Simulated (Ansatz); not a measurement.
WS2: band structure with BLYP

The system is WS2, a slab with vacuum.

```
W S
1.0
     3.18352    0.00000    0.00000
    -1.59176    2.75701    0.00000
     0.00000    0.00000   16.95058
W S
1 2
Direct
  0.00000 0.00000 0.00000
  0.33333 0.66667 0.09200
  0.33333 0.66667 0.90800
```

```json
{
  "Program": "Ansatz 0.2.0",
  "Task": "band structure",
  "Functional": "BLYP",
  "Potentials or basis": "Ansatz PAW",
  "Cutoff": "420 eV (not typed: the program's choice for these potentials)",
  "k mesh": "10 × 10 × 2",
  "Occupations": "fermi-dirac, width 0.05 eV",
  "Spin": "no spin polarisation",
  "Path": "[[\"G\", \"M\", \"K\", \"G\", \"A\", \"L\", \"H\", \"A\"], [\"L\", \"M\"], [\"K\", \"H\"]]",
  "Points for each segment of the path": "14"
}
```

The largest force is 0.750 eV/Å, the band gap on the k mesh is 1.98 eV, indirect (least direct gap 2.14 eV) and the band gap along the path is 1.78 eV, indirect (least direct gap 1.80 eV).

Forces in eV/Å, atoms in the order of the input:
```
W    0.000  0.000  0.000
S    0.000  0.000  0.750
S    0.000  0.000 -0.750
```

Stress tensor (GPa, compression positive):
```
3.39 0.00 0.00
0.00 3.39 0.00
0.00 0.00 2.52
```

Levels at the corners of the path, in eV from the valence-band top:
```csv
point,band 11,band 12,band 13,band 14,band 15,band 16
Γ,-1.67,-1.67,0.00,2.90,2.90,3.04
M,-2.08,-1.27,-0.82,2.78,3.25,4.09
K,-3.15,-2.33,-0.01,1.78,3.40,4.01
Γ,-1.67,-1.67,0.00,2.90,2.90,3.04
A,-1.67,-1.67,0.00,2.90,2.90,3.04
L,-2.08,-1.27,-0.82,2.78,3.25,4.09
H,-3.15,-2.33,-0.01,1.78,3.40,4.01
A,-1.67,-1.67,0.00,2.90,2.90,3.04
L,-2.08,-1.27,-0.82,2.78,3.25,4.09
M,-2.08,-1.27,-0.82,2.78,3.25,4.09
K,-3.15,-2.33,-0.01,1.78,3.40,4.01
H,-3.15,-2.33,-0.01,1.78,3.40,4.01
```

Wall time 19 s on 2 threads of Intel(R) Xeon(R) Processor @ 2.50GHz (Skylake/Cascade Lake) (shared host), peak memory 0.51 GiB.

Caveat: the k mesh misses the band edges, so the gap on the mesh is wider than the one along the path; spin-orbit coupling is left out, which moves the levels of the heavy elements; the PAW data sets come from PBE, with cores solved anew for the run's functional, which leaves a small shift of forces and pressure.
